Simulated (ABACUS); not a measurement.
**Fitting the SCAN energy curve of Rh**

```cif
data_structure
_symmetry_space_group_name_H-M 'Fm-3m'
_symmetry_Int_Tables_number 225
_cell_length_a 3.7957
_cell_length_b 3.7957
_cell_length_c 3.7957
_cell_angle_alpha 90.000
_cell_angle_beta 90.000
_cell_angle_gamma 90.000
_cell_volume 54.69
loop_
_atom_site_label
_atom_site_type_symbol
_atom_site_symmetry_multiplicity
_atom_site_Wyckoff_symbol
_atom_site_fract_x
_atom_site_fract_y
_atom_site_fract_z
_atom_site_occupancy
Rh1 Rh 4 a 0.00000 0.00000 0.00000 1
```

The cell was scaled at fixed shape and fractions and run with ABACUS, SG15 ONCV 1.2 PBE, plane waves, cutoff 1401 eV; SCAN, k mesh 8 × 8 × 8 on the cell of 1 atom, fermi-dirac occupations of 0.05 eV, no spin polarisation, no spin-orbit coupling. The potentials were made for PBE. Energies are those that the program minimises, any entropy of the smearing included. For a metal such a mesh isn't converged to the digits shown.

```tsv
V (Å³/atom)	energy over the lowest row (meV/atom)
12.8512	34.42
13.1246	11.07
13.3981	0.08
13.6715	0.00
13.9449	9.55
14.2183	?
14.4918	53.15
```

Task: Fit the third-order Birch-Murnaghan form, give V0, B0 and B′, and predict the energy left open.

Result: With y = (V0/V)^(2/3), E = E0 + (9 V0 B0/16) [(y - 1)³ B′ + (y - 1)² (6 - 4y)]. Least squares through the rows shown give V0 = 13.5355 Å³/atom, E0 = -1.24 meV, B0 = 296.9 GPa (1 eV/Å³ = 160.218 GPa) and B′ = 5.18, with a largest miss of 0.01 meV. At V = 14.2183 the form with these constants gives 27.60 meV; the run gave 27.60 meV an atom. Measured modulus: 264 GPa (pmc:11535440, doi:10.1038/s41598-024-78006-0), so the fit lies +12.5 % from it. The runs are for a static lattice.
